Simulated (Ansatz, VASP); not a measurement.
**SrVO3: VASP beside Ansatz**

Contents of INCAR:

```
PREC     = Accurate       # precision mode
ENCUT    = 520            # plane-wave cutoff, eV
EDIFF    = 1E-7           # SCF threshold, eV
ISMEAR   = -1             # smearing method
SIGMA    = 0.1            # smearing width, eV
LREAL    = False          # projectors in reciprocal space
LASPH    = True           # aspherical terms in the spheres
NELM     = 150            # most SCF steps
ALGO     = Normal         # electronic algorithm
ISIF     = 2              # what is computed and relaxed
LWAVE    = False          # write WAVECAR
LCHARG   = False          # write CHGCAR
ISPIN    = 2              # spin polarisation
MAGMOM   = 0 2 0 0 0      # initial moments
LORBIT   = 11             # projections on sites
LMAXMIX  = 4              # l up to which the mixer works
LDAU     = True           # DFT+U
LDAUTYPE = 2            
LDAUL    = -1 2 -1        # shell
LDAUU    = 0 6.2 0        # U, eV
LDAUJ    = 0 0 0        
LDAUPRINT= 1            
GGA      = PE             # functional
NBANDS   = 32             # bands
```

Contents of KPOINTS:

```
Automatic mesh
0
Gamma
  5 5 5
```

Contents of POSCAR:

```
SrVO3
1.0
    3.8425000000      0.0000000000      0.0000000000
    0.0000000000      3.8425000000      0.0000000000
    0.0000000000      0.0000000000      3.8425000000
Sr V O
1 1 3
Direct
    0.0000000000      0.0000000000      0.0000000000
    0.5000000000      0.5000000000      0.5000000000
    0.5000000000      0.0000000000      0.5000000000
    0.0000000000      0.5000000000      0.5000000000
    0.5000000000      0.5000000000      0.0000000000
```

Input for Ansatz:

```yaml
crystal:
  lattice:
    - [3.8425, 0.0, 0.0]
    - [0.0, 3.8425, 0.0]
    - [0.0, 0.0, 3.8425]
  atoms:
    - { symbol: Sr, position: [0.0, 0.0, 0.0] }
    - { symbol: V, position: [0.5, 0.5, 0.5], spin: 2.0 }
    - { symbol: O, position: [0.5, 0.0, 0.5] }
    - { symbol: O, position: [0.0, 0.5, 0.5] }
    - { symbol: O, position: [0.5, 0.5, 0.0] }
magnetization:
  spin_polarized: true
hamiltonian:
  xc: pbe
  pseudopotentials: { kind: paw }
  hubbard: { sites: [{ species: V, l: d, u_eff: 6.2 }] }
basis:
  ecutwfc: 420
kpoints:
  mp_grid: { grid: [5, 5, 5] }
scf:
  occupations: { method: fermi_dirac, width: 0.1 }
  lower_state_search: "off"
output:
  forces: true
  stress: true
```

Alike in both runs: task single point; functional PBE; k mesh 5 × 5 × 5; occupations fermi-dirac, width 0.1 eV; collinear spin; Hubbard terms V d U = 6.2 eV.

|  | VASP | Ansatz |
| --- | --- | --- |
| version | VASP 6.6.1 | Ansatz 0.2.0 |
| potentials or method | VASP PAW PBE potentials, release 64 (Sr_sv, V_sv, O) | PAW, plane waves, scalar-relativistic |
| plane-wave cutoff (eV) | 520 | 420 |
| valence electrons in the cell | 41 | 41 |

|  | VASP | Ansatz | Ansatz less VASP |
| --- | --- | --- | --- |
| pressure (GPa) | 11.4 | 8.4 | -3.02 |
| net moment per atom (μB) | 0.20 | 0.20 | 0.000 |
| size of the moment on the site where the two differ most (μB) | 1.25 | 1.11 | -0.144 |

Site moments also hang on the region over which each program counts them. The programs project onto different local orbitals, so the same U acts differently. Ansatz warned: «filled_band_counts_differ_across_k_points».

The state reached can hang on the start; a lower one may exist.
